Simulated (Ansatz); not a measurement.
**How settings move the results for Ga**

```
Ga
1.0
     1.45000   -4.06500    0.00000
     1.45000    4.06500    0.00000
     0.00000    0.00000    3.17000
Ga
2
Direct
  0.86700 0.13300 0.25000
  0.13300 0.86700 0.75000
```

Atom numbers follow the list: Ga1, Ga2.

The cell is a measured one (Crystallography Open Database entry 9012485); the temperature and pressure of the measurement aren't taken into account, and nothing was relaxed.

Theory: Ansatz 0.2.0, DFT, PBE, PAW with Ansatz's default frozen-core files, scalar-relativistic.

The runs use a Γ-centred 15×15×13 k mesh, Fermi–Dirac smearing of 0.05 eV, cutoff 420 eV, no spin polarisation. One setting is then changed at a time.

P includes the program's estimate of the Pulay (finite-basis) term, listed apart; without it the pressure would be far more sensitive to the cutoff.

```
PAW cutoff (eV)  free energy less the base's (meV/atom)  P (GPa)  Pulay term in P (GPa)  force Ga1 y (eV/Å)
     420 (base)                                     0.0     1.55                   0.05               0.199
            150                                   37224        ?                 908.20               1.536
            250                                    1253     3.41                  76.92               0.170
            300                                     112        ?                  10.70               0.199
            600                                    -1.5     1.54                   0.00               0.199
            800                                    -1.5     1.54                   0.00               0.199
```

Question: Give the missing entry: row "150", column "P (GPa)".

Answer: -16.87.

Question: Fill in "P (GPa)" for the row "300".

Answer: 2.04.
